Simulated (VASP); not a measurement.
# Sn (Pm-3m) in VASP: further runs

One crystal, Sn, is run at these levels: LDA; tasks: single point, relaxation of cell and atoms.

All numbers are computed with VASP 6.6.1; they aren't measurements. Logs are shortened: lines on timing, memory, paths and dates and some standing lists are left out, and cuts for length are marked.

### 1 Starting point

The structure is cubic, space group Pm-3m (No. 221). The conventional cell has a = 3.001 Å, b = 3.001 Å, c = 3.001 Å, α = 90.00°, β = 90.00°, γ = 90.00°. Sn (site symmetry m-3m) is surrounded by 6 Sn at 3.00 Å.

The cell was built by a generator and needn't be a form met in nature.

### 2 Single point, LDA

Input file INCAR:

```
PREC     = Accurate       # precision mode
ENCUT    = 520            # plane-wave cutoff, eV
EDIFF    = 1E-6           # SCF threshold, eV
ISMEAR   = -1             # smearing method
SIGMA    = 0.1            # smearing width, eV
LREAL    = False          # projectors in reciprocal space
LASPH    = True           # aspherical terms in the spheres
NELM     = 80             # most SCF steps
ALGO     = Normal         # electronic algorithm
ISIF     = 2              # what is computed and relaxed
LWAVE    = False          # write WAVECAR
LCHARG   = True           # write CHGCAR
GGA      = CA             # functional
LELF     = True           # ELF
LVHAR    = True         
NBANDS   = 13             # bands
```

Input file KPOINTS:

```
regular mesh
0
Gamma
  10 10 10
```

Input file POSCAR:

```
Sn
1.0
    3.0013002013      0.0000000000      0.0000000000
    0.0000000000      3.0013002013      0.0000000000
    0.0000000000      0.0000000000      3.0013002013
Sn
1
Direct
    0.0000000000      0.0000000000      0.0000000000
```

Potentials or basis: VASP PAW LDA potentials, release 64 (Sn_d).

Started as:

```console
cat potpaw_LDA.64/Sn_d/POTCAR > POTCAR
mpirun -np 1 vasp_std > vasp.out
```

OUTCAR:

```text
PREC = Accurate
   ENCUT = 520
   EDIFF = 1E-6
   ISMEAR = -1
   LREAL = False
   LASPH = True
   NELM = 80
   ISIF = 2
   GGA = CA

 ion  position               nearest neighbor table
   1  0.000  0.000  0.000-

  LATTYP: Found a simple cubic cell.
 ALAT       =     3.0013002013

  Lattice vectors:

 A1 = (   3.0013002013,   0.0000000000,   0.0000000000)
 A2 = (   0.0000000000,   3.0013002013,   0.0000000000)
 A3 = (   0.0000000000,   0.0000000000,   3.0013002013)

Analysis of symmetry for initial positions (statically):
=====================================================================
 Subroutine PRICEL returns:
 Original cell was already a primitive cell.

 Routine SETGRP: Setting up the symmetry group for a
 simple cubic supercell.

 Subroutine GETGRP returns: Found 48 space group operations
 (whereof 48 operations were pure point group operations)
 out of a pool of 48 trial point group operations.

The static configuration has the point symmetry O_h .

Analysis of symmetry for dynamics (positions and initial velocities):
=====================================================================
 Subroutine PRICEL returns:
 Original cell was already a primitive cell.

 Routine SETGRP: Setting up the symmetry group for a
 simple cubic supercell.

 Subroutine GETGRP returns: Found 48 space group operations
 (whereof 48 operations were pure point group operations)
 out of a pool of 48 trial point group operations.

The dynamic configuration has the point symmetry O_h .

 Subroutine INISYM returns: Found 48 space group operations
 (whereof 48 operations are pure point group operations),
 and found     1 'primitive' translations

----------------------------------------------------------------------------------------

                                     Primitive cell

  volume of cell :      27.0351

  direct lattice vectors                    reciprocal lattice vectors
     3.001300201  0.000000000  0.000000000     0.333188929  0.000000000  0.000000000
     0.000000000  3.001300201  0.000000000     0.000000000  0.333188929  0.000000000
     0.000000000  0.000000000  3.001300201     0.000000000  0.000000000  0.333188929

  length of vectors
     3.001300201  3.001300201  3.001300201     0.333188929  0.333188929  0.333188929

  position of ions in fractional coordinates (direct lattice)
     0.000000000  0.000000000  0.000000000

  ion indices of the primitive-cell ions
   primitive index   ion index
                 1           1

----------------------------------------------------------------------------------------

 KPOINTS: regular mesh

Automatic generation of k-mesh.
 Grid dimensions read from file:
 generate k-points for:   10   10   10

 Generating k-lattice:

  Cartesian coordinates                     Fractional coordinates (reciprocal lattice)
     0.033318893  0.000000000  0.000000000     0.100000000  0.000000000  0.000000000
     0.000000000  0.033318893  0.000000000     0.000000000  0.100000000  0.000000000
     0.000000000  0.000000000  0.033318893     0.000000000  0.000000000  0.100000000

  Length of vectors
     0.033318893  0.033318893  0.033318893

  Shift w.r.t. Gamma in fractional coordinates (k-lattice)
     0.000000000  0.000000000  0.000000000

 Subroutine IBZKPT returns following result:
 ===========================================

 Found     56 irreducible k-points:

 Following reciprocal coordinates:
            Coordinates               Weight
  0.000000  0.000000  0.000000      1.000000
  0.100000  0.000000  0.000000      6.000000
  0.200000  0.000000  0.000000      6.000000
  0.300000  0.000000  0.000000      6.000000
  0.400000  0.000000  0.000000      6.000000
  0.500000  0.000000  0.000000      3.000000
[... 16 lines left out ...]
  0.200000  0.100000  0.100000     24.000000
  0.300000  0.100000  0.100000     24.000000
 [... further k-points ...]
   k-points           NKPTS =     56   k-points in BZ     NKDIM =     56   number of bands    NBANDS=     13
   number of dos      NEDOS =    301   number of ions     NIONS =      1
   total plane-waves  NPLWV =  13824
   dimension x,y,z NGX =    24 NGY =   24 NGZ =   24
   dimension x,y,z NGXF=    48 NGYF=   48 NGZF=   48
   ions per type =               1
   NGX,Y,Z   is equivalent  to a cutoff of  13.29, 13.29, 13.29 a.u.
   NGXF,Y,Z  is equivalent  to a cutoff of  26.59, 26.59, 26.59 a.u.
 SYSTEM =  unknown system
   PREC   = accura    normal or accurate (medium, high low for compatibility)
   ISTART =      0    job   : 0-new  1-cont  2-samecut
   ICHARG =      2    charge: 1-file 2-atom 10-const
   ISPIN  =      1    spin polarized calculation?
   LNONCOLLINEAR =      F non collinear calculations
   LSORBIT =      F    spin-orbit coupling
   LASPH  =      T    aspherical Exc in radial PAW
   ENCUT  =  520.0 eV  38.22 Ry    6.18 a.u.   5.58  5.58  5.58*2*pi/ulx,y,z
   NELM   =     80;   NELMIN=  2; NELMDL= -5     # of ELM steps
   EDIFF  = 0.1E-05   stopping-criterion for ELM
   LREAL  =      F    real-space projection
   EDIFFG = 0.1E-04   stopping-criterion for IOM
   NSW    =      0    number of steps for IOM
   IBRION =     -1    ionic relax: 0-MD 1-quasi-New 2-CG
   NFREE  =      0    steps in history (QN), initial steepest desc. (CG)
   ISIF   =      2    stress and relaxation
   ISYM   =      2    0-nonsym 1-usesym 2-fastsym
   POTIM  = 0.5000    time-step for ionic-motion
   TEBEG  =    0.0;   TEEND  =   0.0 temperature during run
   PSTRESS=    0.0 pullay stress
   NELECT =      14.0000    total number of electrons
   NUPDOWN=      -1.0000    fix difference up-down
   EMIN   =  10.00;   EMAX   =-10.00  energy-range for DOS
   EFERMI =   0.00;   METHOD = LEGACY
   ISMEAR =    -1;   SIGMA  =   0.10  broadening in eV -4-tet -1-fermi 0-gaus
   EFERMI_NEDOS =   21; number of points for ismear=-14 and -15
   IALGO  =     38    algorithm
   IMIX   =      4    mixing-type and parameters
     AMIX     =   0.40;   BMIX     =  1.00
     AMIX_MAG =   1.60;   BMIX_MAG =  1.00
  volume/ion in A,a.u.               =      27.04       182.44
  Fermi-wavevector in a.u.,A,eV,Ry     =   1.314644  2.484316 23.514787  1.728288
  Thomas-Fermi vector in A             =   2.444882
   LORBIT       =      0    0 simple, 1 ext, 2 COOP (PROOUT), +10 PAW based schemes
   GGA     = CA    functional components
   LHFCALC =     F    Hartree Fock is set to
   AEXX    =    0.0000 exact exchange contribution
   IVDW    =     0    specifies the selected vdW correction
   LEPSILON=     F    determine dielectric tensor
   LRPA    =     F    only Hartree local field effects (RPA)
 non-spin polarized calculation
  energy-cutoff  :      520.00
  volume of cell :       27.04
 maximum number of plane-waves:       740
 NGX is ok and might be reduce to    24
   NGX = 11   NGY = 11   NGZ = 11

 number of electron      14.0000003 magnetization

 Free energy of the ion-electron system (eV)
  ---------------------------------------------------
  ext. energy  EPLUGINS =         0.00000000
  ---------------------------------------------------
  free energy    TOTEN  =        -4.48829679 eV

  energy without entropy =       -4.47628852  energy(sigma->0) =       -4.48229266

 E-fermi :   7.6374     XC(G=0): -10.5207

 val. band max:        7.4489290820   @ k =   0.5000   0.5000   0.4000
 cond. band min:       7.6457632227   @ k =   0.3000   0.3000   0.2000
 fundamental gap:      0.1968341407
 Fermi energy:         7.6374465853

 k-point     1 :       0.0000    0.0000    0.0000
  band No.  band energies     occupation
      1     -13.9288      2.00000
      2     -13.9288      2.00000
      3     -13.4544      2.00000
      4     -13.4544      2.00000
      5     -13.4544      2.00000
      6      -3.5551      2.00000
      7      13.2033      0.00000
      8      13.2033      0.00000
      9      13.2033      0.00000
     10      16.7041      0.00000
     11      16.7041      0.00000
     12      18.1780      0.00000
     13      28.1426      0.00000

 k-point     2 :       0.1000    0.0000    0.0000
  band No.  band energies     occupation
      1     -13.9265      2.00000
      2     -13.8937      2.00000
      3     -13.4664      2.00000
      4     -13.4664      2.00000
      5     -13.4534      2.00000
      6      -3.3861      2.00000
      7      11.3325      0.00000
      8      13.3865      0.00000
      9      13.3865      0.00000
     10      16.8236      0.00000
     11      17.5806      0.00000
     12      19.5248      0.00000
     13      26.9122      0.00000

 k-point     3 :       0.2000    0.0000    0.0000
  band No.  band energies     occupation
      1     -13.9204      2.00000
      2     -13.8015      2.00000
      3     -13.4976      2.00000
      4     -13.4976      2.00000
      5     -13.4508      2.00000
      6      -2.8798      2.00000
      7       8.5633      0.00019
      8      13.9133      0.00000
      9      13.9133      0.00000
     10      17.1846      0.00000
     11      18.0385      0.00000
     12      22.8645      0.00000
     13      24.8645      0.00000
[... 305 lines left out ...]
 k-point    23 :       0.2000    0.1000    0.1000
  band No.  band energies     occupation
      1     -13.8665      2.00000
      2     -13.7786      2.00000
      3     -13.5110      2.00000
      4     -13.5093      2.00000
      5     -13.4749      2.00000
      6      -2.5433      2.00000
      7       8.8841      0.00001
      8      12.0264      0.00000
      9      12.3867      0.00000
     10      19.4955      0.00000
     11      19.9993      0.00000
     12      22.5404      0.00000
     13      22.8512      0.00000

 k-point    24 :       0.3000    0.1000    0.1000
  band No.  band energies     occupation
      1     -13.8592      2.00000
      2     -13.6625      2.00000
      3     -13.5509      2.00000
      4     -13.5488      2.00000
      5     -13.4714      2.00000
      6      -1.7146      2.00000
      7       6.3087      2.00000
      8      12.7891      0.00000
      9      13.1856      0.00000
     10      19.6424      0.00000
     11      19.7360      0.00000
     12      21.1864      0.00000
     13      22.4392      0.00000

 [... further k-points ...]

------------------------ aborting loop because EDIFF is reached ----------------------------------------

  FORCE on cell =-STRESS in cart. coord.  units (eV):
  Direction    XX          YY          ZZ          XY          YZ          ZX
  --------------------------------------------------------------------------------------
  -------------------------------------------------------------------------------------
  Total        0.0082664      0.0082664      0.0082664      0.0000000      0.0000000     -0.0000000
  in kB        0.4898918      0.4898918      0.4898918      0.0000000      0.0000000     -0.0000000
  external PRESSURE =       0.4898918 kB  Pullay stress =       0.0000000 kB

 VOLUME and BASIS-vectors are now :
 -----------------------------------------------------------------------------
  energy-cutoff  :      520.00
  volume of cell :       27.04
      direct lattice vectors                 reciprocal lattice vectors
     3.001300201  0.000000000  0.000000000     0.333188929  0.000000000  0.000000000
     0.000000000  3.001300201  0.000000000     0.000000000  0.333188929  0.000000000
     0.000000000  0.000000000  3.001300201     0.000000000  0.000000000  0.333188929

 POSITION                                       TOTAL-FORCE (eV/Angst)
 -----------------------------------------------------------------------------------
      0.00000      0.00000      0.00000         0.000000      0.000000      0.000000
 -----------------------------------------------------------------------------------
    total drift:                                0.000000     -0.000000      0.000000

  FREE ENERGIE OF THE ION-ELECTRON SYSTEM (eV)
  ---------------------------------------------------
  free  energy   TOTEN  =        -4.4882967878 eV

  energy  without entropy=       -4.4762885247  energy(sigma->0) =       -4.48229266
```

Wall time 8 s (1 thread of Intel Xeon Platinum 8488C (Sapphire Rapids), shared host); peak memory 0.13 GiB.

What came out:

| Quantity | Value |
| --- | --- |
| Free energy | -4.4883 eV |
| Pressure | 0.0 GPa |
| Band gap on the k mesh | none (metal or under the smearing width) |

Levels at points of the mesh, in eV from the Fermi level:
| k point | band 5 | band 6 | band 7 | band 8 | band 9 | band 10 |
| --- | --- | --- | --- | --- | --- | --- |
| (0.00, 0.00, 0.00) | -21.09 | -11.19 | 5.57 | 5.57 | 5.57 | 9.07 |
| (0.50, 0.00, 0.00) | -21.08 | -7.91 | -4.88 | 8.33 | 8.33 | 11.95 |
| (0.50, 0.50, 0.00) | -20.94 | -4.42 | -2.31 | -2.31 | 2.87 | 11.39 |
| (0.50, 0.50, 0.50) | -20.94 | -0.34 | 0.18 | 0.18 | 0.18 | 6.06 |

### 3 Relaxation of cell and atoms, LDA

This run uses another cell than the first one, of 30.28 Å³/atom, 1.120 times its volume.

Input file INCAR:

```
PREC     = Accurate       # precision mode
ENCUT    = 600            # plane-wave cutoff, eV
EDIFF    = 1E-6           # SCF threshold, eV
ISMEAR   = -1             # smearing method
SIGMA    = 0.1            # smearing width, eV
LREAL    = F              # projectors in reciprocal space
LASPH    = T              # aspherical terms in the spheres
NELM     = 100            # most SCF steps
ALGO     = Fast           # electronic algorithm
ISIF     = 3              # what is computed and relaxed
LWAVE    = F              # write WAVECAR
LCHARG   = F              # write CHGCAR
GGA      = CA             # functional
IBRION   = 2              # ionic algorithm
NSW      = 80             # ionic steps
EDIFFG   = -0.01          # ionic threshold
```

Input file KPOINTS:

```
Automatic mesh
0
Gamma
  10 10 10
```

Input file POSCAR:

```
Sn
1.0
    3.1167899200      0.0000000000      0.0000000000
    0.0000000000      3.1167899200      0.0000000000
    0.0000000000      0.0000000000      3.1167899200
Sn
1
Direct
    0.0000000000      0.0000000000      0.0000000000
```

Potentials or basis: VASP PAW LDA potentials, release 64 (Sn_d).

Started as:

```console
cat potpaw_LDA.64/Sn_d/POTCAR > POTCAR
mpirun -np 1 vasp_std > vasp.out
```

OUTCAR:

```text
PREC = Accurate
   ENCUT = 600
   EDIFF = 1E-6
   ISMEAR = -1
   LREAL = F
   LASPH = T
   NELM = 100
   ISIF = 3
   GGA = CA
   IBRION = 2
   NSW = 80
   EDIFFG = -0.01

 ion  position               nearest neighbor table
   1  0.000  0.000  0.000-

  LATTYP: Found a simple cubic cell.
 ALAT       =     3.1167899200

  Lattice vectors:

 A1 = (   3.1167899200,   0.0000000000,   0.0000000000)
 A2 = (   0.0000000000,   3.1167899200,   0.0000000000)
 A3 = (   0.0000000000,   0.0000000000,   3.1167899200)

Analysis of symmetry for initial positions (statically):
=====================================================================
 Subroutine PRICEL returns:
 Original cell was already a primitive cell.

 Routine SETGRP: Setting up the symmetry group for a
 simple cubic supercell.

 Subroutine GETGRP returns: Found 48 space group operations
 (whereof 48 operations were pure point group operations)
 out of a pool of 48 trial point group operations.

The static configuration has the point symmetry O_h .

Analysis of symmetry for dynamics (positions and initial velocities):
=====================================================================
 Subroutine PRICEL returns:
 Original cell was already a primitive cell.

 Routine SETGRP: Setting up the symmetry group for a
 simple cubic supercell.

 Subroutine GETGRP returns: Found 48 space group operations
[... 146 lines left out ...]
  ---------------------------------------------------
  ext. energy  EPLUGINS =         0.00000000
  ---------------------------------------------------
  free energy    TOTEN  =        -4.43176606 eV

  energy without entropy =       -4.41640143  energy(sigma->0) =       -4.42408375

 E-fermi :   6.3149     XC(G=0):  -9.9994

 val. band max:        6.1882042220   @ k =   0.5000   0.5000   0.4000
 cond. band min:       6.3669917074   @ k =   0.4000   0.4000   0.3000
 fundamental gap:      0.1787874854
 Fermi energy:         6.3148591580

 k-point     1 :       0.0000    0.0000    0.0000
  band No.  band energies     occupation
      1     -15.0993      2.00000
      2     -15.0993      2.00000
      3     -14.7608      2.00000
      4     -14.7608      2.00000
      5     -14.7608      2.00000
      6      -4.0943      2.00000
      7      11.4334      0.00000
      8      11.4334      0.00000
      9      11.4334      0.00000
     10      14.9147      0.00000
     11      14.9149      0.00000
[... 461 lines left out ...]
--------------------------------------- Ionic step        5  -------------------------------------------

 number of electron      14.0000004 magnetization

 Free energy of the ion-electron system (eV)
  ---------------------------------------------------
  ext. energy  EPLUGINS =         0.00000000
  ---------------------------------------------------
  free energy    TOTEN  =        -4.48849287 eV

  energy without entropy =       -4.47640930  energy(sigma->0) =       -4.48245108

 E-fermi :   7.6033     XC(G=0): -10.5077

 val. band max:        7.4163453104   @ k =   0.5000   0.5000   0.4000
 cond. band min:       7.6134739303   @ k =   0.3000   0.3000   0.2000
 fundamental gap:      0.1971286199
 Fermi energy:         7.6032903859

 k-point     1 :       0.0000    0.0000    0.0000
  band No.  band energies     occupation
      1     -13.9579      2.00000
      2     -13.9579      2.00000
      3     -13.4873      2.00000
      4     -13.4873      2.00000
      5     -13.4873      2.00000
      6      -3.5690      2.00000
      7      13.1582      0.00000
      8      13.1582      0.00000
      9      13.1582      0.00000
     10      16.6580      0.00000
     11      16.6580      0.00000
[... 350 lines left out ...]
  FREE ENERGIE OF THE ION-ELECTRON SYSTEM (eV)
  ---------------------------------------------------
  free  energy   TOTEN  =        -4.4884928658 eV

  energy  without entropy=       -4.4764092989  energy(sigma->0) =       -4.48245108

 reached required accuracy - stopping structural energy minimisation
```

Wall time 43 s (1 thread of Intel Xeon Platinum 8488C (Sapphire Rapids), shared host); peak memory 0.16 GiB.

Results:

```
Free energy                            : -4.4885 eV
Relaxed volume                         : 27.11 Å³/atom
Relaxed cell                           : a = 3.004 Å, b = 3.004 Å, c = 3.004 Å, α = 90.00°, β = 90.00°, γ = 90.00°
Space group after relaxing (to 0.05 Å) : Pm-3m (No. 221)
Energy gained by relaxing              : 56.7 meV/atom
Ionic steps                            : 5
Pressure after relaxing                : 0.0 GPa
Band gap on the k mesh                 : none (metal or under the smearing width)
```

Step by step:
| step | energy change (eV) | largest force (eV/Å) | pressure (GPa) | volume (Å³) |
| --- | --- | --- | --- | --- |
| 1 | 0.0000 | 0.0000 | -5.07 | 30.28 |
| 2 | -0.0521 | 0.0000 | 1.84 | 26.27 |
| 3 | -0.0567 | 0.0000 | 0.06 | 27.05 |
| 4 | -0.0567 | 0.0000 | -0.22 | 27.11 |
| 5 | -0.0567 | 0.0000 | -0.04 | 27.11 |

Final structure:
```yaml
crystal:
  lattice:
    - [3.00406, 0.00000, 0.00000]
    - [0.00000, 3.00406, 0.00000]
    - [0.00000, 0.00000, 3.00406]
  atoms:
    - { symbol: Sn, position: [0.00000, 0.00000, 0.00000] }
```
